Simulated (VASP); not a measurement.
Set up this calculation in VASP 6.6.1, as the native input.

```yaml
Task: single point
Functional: PBE
Potentials_or_basis: VASP PAW PBE potentials, release 64 (Zn, Cu)
Cutoff: 520 eV
k_mesh: 11 × 11 × 11
Occupations: fermi-dirac, width 0.05 eV
Spin: no spin polarisation
Dipole_correction: no
Further_INCAR_settings: ALGO = Normal; EDIFF = 1e-06; NBANDS = 18
```

The structure of ZnCu lies in POSCAR:

```
ZnCu
1.0
    2.9627707565      0.0000000000      0.0000000000
    0.0000000000      2.9627707565      0.0000000000
    0.0000000000      0.0000000000      2.9627707565
Zn Cu
1 1
Direct
    0.5000000000      0.5000000000      0.5000000000
    0.0000000000      0.0000000000      0.0000000000
```

The cell isn't the ideal one: cell and atoms relaxed from 1.04 times the given volume.

One way to write it, as run:

INCAR

```
ALGO = Normal
EDIFF = 1E-6
ENCUT = 520
GGA = PE
ISIF = 2
ISMEAR = -1
LASPH = True
LCHARG = False
LREAL = False
LWAVE = False
NBANDS = 18
NELM = 100
PREC = Accurate
SIGMA = 0.05
```

KPOINTS

```
k-points
0
Gamma
  11 11 11
```

Potentials or basis: VASP PAW PBE potentials, release 64 (Zn, Cu).

Run with:

```bash
$ cat potpaw_PBE.64/Zn/POTCAR potpaw_PBE.64/Cu/POTCAR > POTCAR
$ mpirun -np 1 vasp_std > vasp.out
```

It gave:

```
Pressure               : 0.5 GPa
Band gap on the k mesh : none (metal or under the smearing width)
```

Run time: 13 s on 1 thread of Intel(R) Xeon(R) Platinum 8488C (Sapphire Rapids), on a shared host, peak memory 0.15 GiB.
